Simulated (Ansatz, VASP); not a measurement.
**One calculation of Rh, two programs**

```
Rh
1.0
     0.00000    2.03133    1.61125
     2.03133    0.00000    1.61125
     2.03133    2.03133    0.00000
Rh
1
Direct
  0.00000 0.00000 0.00000
```

Alike in both runs: task single point; functional PBE; k mesh 22 × 22 × 22; occupations gaussian, width 0.15 eV; no spin polarisation.

|  | VASP | Ansatz |
| --- | --- | --- |
| version | VASP 6.6.1 | Ansatz 0.2.0 |
| potentials or method | VASP PAW PBE potentials, release 64 (Rh_pv) | scalar-relativistic, plane waves, PAW |
| plane-wave cutoff (eV) | 520 | 420 |
| valence electrons in the cell | 15 | 17 |

|  | VASP | Ansatz | Ansatz less VASP |
| --- | --- | --- | --- |
| gap on the k mesh at the Fermi level (eV) | none | none | - |
| pressure (GPa) | 22.3 | 22.3 | -0.04 |
| largest component of the traceless stress (GPa) | 19.97 | 20.00 | +0.032 |

A gap of «none» marks a metal or a gap that the smearing closes. The two sets of potentials don't hold the same shells in valence.

Caveats: so large a pressure means that the cell lies far from this level's equilibrium, or that cutoff or potentials fall short (VASP).
